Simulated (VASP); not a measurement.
Write the native input for VASP 6.6.1 that does the following.

```
Task                   : dielectric tensor
Functional             : PBEsol
Potentials or basis    : VASP PAW PBE potentials, release 64 (Ga_d, N)
Cutoff                 : 600 eV
k mesh                 : 18 × 18 × 9
Occupations            : gaussian, width 0.03 eV
Spin                   : no spin polarisation
Monkhorst-Pack mesh    : no
Further INCAR settings : ALGO = Fast; EDIFF = 1e-08
```

The structure of GaN lies in POSCAR:

```
GaN                                     
1.0
    3.1801597327     -0.0000000000      0.0000000000
   -1.5900798663      2.7540991165      0.0000000000
    0.0000000000      0.0000000000      5.1826691530
  Ga              N             
     2     2
Direct
     0.3333333332999970    0.6666666667000030    0.9992243525980146
     0.6666666667000030    0.3333333332999970    0.4992243525980145
     0.3333333332999970    0.6666666667000030    0.3757756474019855
     0.6666666667000030    0.3333333332999970    0.8757756474019854
```

One way to write it, as run:

INCAR

```
SYSTEM = GaN
  ALGO = Fast
  EDIFF = 1E-8
  ENCUT = 600
  GGA = PS
  ISIF = 2
  ISMEAR = 0
  KPAR = 2
  LASPH = .True.
  LCHARG = .False.
  LEPSILON = .True.
  LREAL = .False.
  LWAVE = .False.
  NELM = 80
  PREC = Accurate
  SIGMA = 0.03
```

KPOINTS

```
k-points
0
Gamma
  18 18 9
  0 0 0
```

Potentials or basis: VASP PAW PBE potentials, release 64 (Ga_d, N).

Launch:

```sh
$ cat potpaw_PBE.64/Ga_d/POTCAR potpaw_PBE.64/N/POTCAR > POTCAR
$ mpirun -np 2 vasp_std > vasp.out
```

It gave:

| Property | Result |
| --- | --- |
| Band gap on the k mesh | 1.91 eV, direct |
| Electronic dielectric tensor (diagonal) | 5.76, 5.76, 5.94 |
| Born charges (mean of the diagonal) | Ga +2.65; N -2.65 e |

Caveat: an odd mesh through Γ misses points on the zone boundary, where band edges often lie.

Wall time 23 min on 2 MPI ranks on Intel(R) Xeon(R) 6975P-C (Granite Rapids), on a shared host, peak memory 1.8 GiB a rank.
